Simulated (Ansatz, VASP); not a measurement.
BN: VASP beside Ansatz

File INCAR:

```
  ALGO = Normal
  EDIFF = 1E-6
  ENCUT = 520
  GGA = PE
  ISIF = 2
  ISMEAR = 0
  IVDW = 12
  LASPH = T
  LCHARG = F
  LREAL = F
  LWAVE = F
  NBANDS = 11
  NELM = 80
  PREC = Accurate
  SIGMA = 0.05
```

File KPOINTS:

```
k-points
0
Gamma
  12 12 12
```

The input POSCAR:

```
BN
1.0
    1.3031791757      0.7523908479      3.2948845324
   -1.3031791757      0.7523908479      3.2948845324
    0.0000000000     -1.5047816958      3.2948845324
B N
1 1
Direct
    0.9996975446      0.9996975446      0.9996975446
    0.3327354554      0.3327354554      0.3327354554
```

Input for Ansatz:

```yaml
crystal:
  lattice:
    - [1.3031791757, 0.7523908479, 3.2948845324]
    - [-1.3031791757, 0.7523908479, 3.2948845324]
    - [0.0, -1.5047816958, 3.2948845324]
  atoms:
    - { symbol: B, position: [0.9996975446, 0.9996975446, 0.9996975446] }
    - { symbol: "N", position: [0.3327354554, 0.3327354554, 0.3327354554] }
basis:
  ecutwfc: 420
kpoints:
  mp_grid: { grid: [12, 12, 12] }
hamiltonian:
  xc: pbe
  dispersion: d3bj
scf:
  occupations: { method: gaussian, width: 0.05 }
output:
  forces: true
  stress: true
  eigenvalues: true
```

Change from the starting cell: strain +0.040 along x and y, +0.000 along z, atoms carried along.

Alike in both runs: task single point; functional PBE; dispersion D3(BJ); k mesh 12 × 12 × 12; occupations gaussian, width 0.05 eV; no spin polarisation.

```csv
,VASP,Ansatz
version,VASP 6.6.1,Ansatz 0.2.0
potentials or method,"VASP PAW PBE potentials, release 64 (B, N)","scalar-relativistic, plane waves, PAW"
plane-wave cutoff (eV),520,420
valence electrons in the cell,8,8
```

```csv
,VASP,Ansatz,Ansatz less VASP
gap on the k mesh at the Fermi level (eV),3.98,3.98,+0.006
least direct gap on the mesh (eV),4.40,4.40,+0.002
pressure (GPa),-23.7,-23.8,-0.05
largest component of the traceless stress (GPa),23.79,23.95,+0.153
rms of the force components (eV/Å),0.006,0.006,0.0000
```

Atom by atom the forces differ by 0.000 eV/Å (rms over components).

Caveats: so large a pressure means that the cell lies far from this level's equilibrium, or that cutoff or potentials fall short (VASP). A k mesh can miss the band edges.
